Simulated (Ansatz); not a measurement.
# GaN: where the heat goes in a short trajectory

Level of theory: DFT PBE, scalar-relativistic, plane waves, PAW (Ansatz). Cutoff 420 eV, shifted (0.5, 0.5, 0.5 steps) 2×2×2 k-points, Fermi–Dirac smearing of 0.069 eV. The mesh is coarse. No spin polarisation.

16 atoms start on the lattice sites below (V = 186.8 Å³, 1.02 times the source cell's; static pressure 1.35 GPa, largest force component 0.00 eV/Å) with velocities drawn for 800 K; constant energy, fixed cell, 75 steps of 2 fs.

```yaml
crystal:
  lattice:
    - [-4.53685, 4.53685, 0.00000]
    - [0.00000, 4.53685, -4.53685]
    - [-4.53685, 0.00000, -4.53685]
  atoms:
    - { symbol: Ga, position: [0.00000, 0.50000, 0.50000] }
    - { symbol: Ga, position: [0.00000, 0.00000, 0.50000] }
    - { symbol: Ga, position: [0.00000, 0.50000, 0.00000] }
    - { symbol: Ga, position: [0.00000, 0.00000, 0.00000] }
    - { symbol: Ga, position: [0.50000, 0.50000, 0.50000] }
    - { symbol: Ga, position: [0.50000, 0.00000, 0.50000] }
    - { symbol: Ga, position: [0.50000, 0.50000, 0.00000] }
    - { symbol: Ga, position: [0.50000, 0.00000, 0.00000] }
    - { symbol: N, position: [0.37500, 0.87500, 0.37500] }
    - { symbol: N, position: [0.37500, 0.37500, 0.37500] }
    - { symbol: N, position: [0.37500, 0.87500, 0.87500] }
    - { symbol: N, position: [0.37500, 0.37500, 0.87500] }
    - { symbol: N, position: [0.87500, 0.87500, 0.37500] }
    - { symbol: N, position: [0.87500, 0.37500, 0.37500] }
    - { symbol: N, position: [0.87500, 0.87500, 0.87500] }
    - { symbol: N, position: [0.87500, 0.37500, 0.87500] }
```

```
t (fs) T (K) kinetic energy (meV/atom) potential energy over the first frame (meV/atom) P with the kinetic part (GPa)
   0.0    800                       96.9                                               0.0                           2.30
  10.0    377                       45.7                                              51.8                           3.17
  20.0    406                       49.2                                              48.2                           2.65
  30.0    532                       64.4                                              32.8                           1.96
  40.0    227                       27.5                                              70.0                           2.81
  50.0    274                       33.2                                              64.2                           2.74
  60.0    341                       41.3                                              56.0                           1.95
  70.0    291                       35.3                                              62.1                           1.75
  80.0    254                       30.8                                              66.6                           2.21
  90.0    429                       52.0                                              45.3                           2.30
 100.0    563                       68.2                                              29.0                           2.49
 110.0    337                       40.8                                              56.7                           3.30
 120.0    501                       60.7                                              36.6                           2.91
 130.0    578                       70.0                                              27.1                           2.66
 140.0    306                       37.1                                              60.5                           3.25
 150.0    550                       66.6                                              30.5                           2.37
```

T counts 3N − 3 degrees of freedom. Means over every step of the second half, not only the rows shown: T = 432 K, kinetic energy 52.3 meV/atom, potential energy 45.0 meV/atom, P = 2.71 GPa.

Task: Does the potential energy follow equipartition for harmonic vibrations?

Result: In a harmonic crystal each vibration holds as much potential as kinetic energy on average, here 52.3 meV/atom. The run has 45.0, a ratio of 0.86. That is near one, as for a crystal vibrating about its sites. At constant energy a start from the lattice sites hands about half of the kinetic energy to the potential, so T should settle near 400 K. So short a run gives a rough mean.

Task: Split the rise of pressure into the kinetic part and the rest. Can a thermal Grüneisen parameter be estimated?

Result: The program counts the kinetic part as N k_B T/V = 0.51 GPa. The pressure lies 1.36 GPa over the static one in all, so the forces add 0.85 GPa. For a harmonic mode with ω ∝ V^(−γ) and an amplitude that scales with the cell, the forces add (2γ − 2/3)U/V, which needs no equipartition; when U equals the kinetic energy K, this and the kinetic part 2K/(3V) sum to the Mie–Grüneisen γE_th/V. With U = N × 45.0 meV, γ = 1/3 + V ΔP_forces/(2U) = 1.02, for harmonic vibrations a mean over the modes weighted by their potential energy, for uniform scaling of the cell (in a layered or otherwise anisotropic crystal this differs from γ under hydrostatic pressure). Most solids fall between 1 and 3, and tetrahedral, framework and layered ones often lower; anharmonic motion and pressure swings in a cell of 16 atoms make this value uncertain by tenths or more. The mean pressure differs by 0.4 GPa between the two halves of this window, worth 0.3 in γ, so slow motion isn't averaged out and the value is a rough guess.